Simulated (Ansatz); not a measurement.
# AlAs (F-43m): band gap under exact exchange, by script

How does exact exchange change the gap of AlAs (F-43m)? Aim: the band gap under exact exchange, for AlAs (F-43m), run from a script.

All numbers are computed with Ansatz 0.2.0 through its Python package. The levels of theory stand in the script.

## Step 1: The structure

It takes space group F-43m (No. 216, cubic). Conventional cell: a = 5.661 Å, b = 5.661 Å, c = 5.661 Å, α = 90.00°, β = 90.00°, γ = 90.00°. Around Al (site symmetry -43m) lie 4 As at 2.45 Å. As (site symmetry -43m) is surrounded by 4 Al at 2.45 Å.

The script holds or builds the structure itself.

## Step 2: The code

Input file hybrid.py:

```python
"""Band gap of AlAs from semilocal and hybrid functionals."""

import warnings

import ansatz as az
import numpy as np
from pymatgen.core import Lattice, Structure
from pymatgen.io.ase import AseAtomsAdaptor
from tabulate import tabulate

SMEARING = "fixed"
KMESH = (4, 4, 4)
SCF_TOL = 1e-07


def count_gap(report):
    # lowest empty less highest filled band, counting bands; zero where they overlap
    return max(report.get("gap_by_band_count_ev") or 0.0, 0.0)

warnings.simplefilter("ignore", az.DeckWarning)

pmg_structure = Structure(
    Lattice([(0.0, 2.8304, 2.8304), (2.8304, 0.0, 2.8304), (2.8304, 2.8304, 0.0)]),
    ["Al", "As"],
    [
        (0.0, 0.0, 0.0),
        (0.25, 0.25, 0.25),
    ],
)
cell = az.Crystal.from_ase(AseAtomsAdaptor.get_atoms(pmg_structure))

calc = cell.calculation()
calc = calc.occupations(SMEARING)
calc = calc.basis(18 * az.Ha)
calc = calc.kpoints(*KMESH)
calc = calc.scf(tolerance=SCF_TOL)
calc = calc.band_table()
rows = []
for value in ["pbe", "pbe0", "r2scanh"]:
    rep = calc.functional(value).run().report
    width = rep["fermi_energy_ev"] - min(e for e in rep["eigenvalues_ev"][0] if e > rep["fermi_energy_ev"] - 10)
    rows.append((value, count_gap(rep), width, rep.get("hybrid", {}).get("n_outer", 0), rep["n_iterations"]))
print(tabulate(rows, headers=["functional", "gap by band count eV", "E_F less lowest level within 10 eV (first k)", "exchange loops", "iterations"], floatfmt=".4f", tablefmt="simple"))
```

## Step 3: What the engine is handed

The package turns the script's settings into the engine's input (first run):

```yaml
crystal:
  lattice:
    - [0.0, 2.8304, 2.8304]
    - [2.8304, 0.0, 2.8304]
    - [2.8304, 2.8304, 0.0]
  atoms:
    - { symbol: Al, position: [0.0, 0.0, 0.0] }
    - { symbol: As, position: [0.25, 0.25, 0.25] }
basis:
  ecutwfc: 489.804952427784
kpoints:
  mp_grid:
    grid: [4, 4, 4]
hamiltonian:
  xc: pbe
scf:
  convergence:
    dr2_threshold: 1.0e-07
  occupations:
    method: fixed
output:
  eigenvalues: true
```

## Step 4: The run

The run is started by

```sh
$ python hybrid.py
```

Output:

```text
functional      gap by band count eV    E_F less lowest level within 10 eV (first k)    exchange loops    iterations
------------  ----------------------  ----------------------------------------------  ----------------  ------------
pbe                           1.4206                                          0.0000                 0             7
pbe0                          2.7683                                          0.0000                 2            11
r2scanh                       2.2529                                          0.0000                 2            11
```

Run time: 22 s. Hardware: 1 thread of Arm Neoverse V1, shared host; peak memory 0.94 GiB.

## Step 5: Inputs of later runs

The engine's inputs for the other runs:

Run 2, against run 1:

```diff
@@ -15 +15 @@
-  xc: pbe
+  xc: pbe0
```

Run 3, against run 1:

```diff
@@ -15 +15 @@
-  xc: pbe
+  xc: r2scanh
```

## Step 6: The engine's runs

One row for each of the 3 runs:

```tsv
run	functional	energy (eV/atom)	gap on the mesh (eV)	SCF cycles	CPU time (s)
1	pbe	-2697.2437	1.42	7	0.71
2	pbe0	-2698.1813	2.77	11	8
3	r2scanh	-2702.8833	2.25	11	9.5
```

Totals hang on functional and potentials, so only runs at one level compare.

## Step 7: Summary of results

```
     quantity  value
runs compared      3
```

In words: Run 3 has a cutoff far under the recommended one, so what rests on it isn't a property of the system. PBE gives 1.42 eV, PBE0 gives 2.77 eV and r2SCANh gives 2.25 eV. The widest is 1.35 eV above the narrowest. Notes:
- In some runs the cutoff lies under the one recommended for their potentials.
- The computed bands are complete only to about 4.3 eV above the Fermi level.
- Under fixed occupations the level called the Fermi level is the highest filled one on the SCF mesh; off the mesh a filled band can lie a little above it.
- The k-point mesh is coarse, and energy and stress weren't tested for convergence.
- Gaps are read on a coarse mesh, so the true band edges can lie between its points.
- The script silences the program's warnings, which a real study should read.
